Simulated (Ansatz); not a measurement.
## LiF: moving Li off its site

LiF, Fm-3m, a = 4.028 Å (as given, not relaxed at this level: -2.1 GPa). Ansatz: r2SCAN, PAW, 500 eV, Γ-centred 10×10×10 mesh on 2 atoms, Gaussian smearing 0.05 eV; no spin polarisation.

```
CELL_PARAMETERS angstrom
0.00000 2.01400 2.01400
2.01400 0.00000 2.01400
2.01400 2.01400 0.00000
ATOMIC_POSITIONS crystal
Li 0.00000 0.00000 0.00000
F 0.50000 0.50000 0.50000
```

Atom 1 (Li) moves by x along the unit vector (0.000, -0.707, -0.707), with its periodic images; all else is held. y is the free energy of the cell over the start, F the force along the path summed over the moved atoms. Symmetry makes y even in x.

```
  x (Å) y (meV) F (eV/Å)
-0.1000        ?         ?
-0.0500     2.04      0.08
 0.0000     0.00      0.00
 0.0125     0.13     -0.02
 0.0250     0.51     -0.04
 0.0375     1.14     -0.06
 0.0625     3.19     -0.10
 0.0750     4.60     -0.12
 0.0875     6.28     -0.14
```

Fit y = c2 x² + c4 x⁴ to the energies of the other rows, give the force constant, and predict energy and force of the missing row.

Least squares on the rows shown. y = 812.4 x² + 1012 x⁴. The force constant is 2 c2 = 1.62 eV/Å², for the cell as given, at -2.1 GPa (for all images moving together, not for a lone atom). With two atoms in a cubic cell this is the optical mode at Γ without the LO field: ω = 521.5 √(2 c2/μ) = 295 cm⁻¹ for μ = 5.08 u. The force −dy/dx at the missing row is 0.17 eV/Å (computed 0.17). At x = -0.1000 the fit asked for gives 8.23 meV. The run gave 8.22 meV, so the fit is 0.01 meV too high, a small miss on the scale of the series.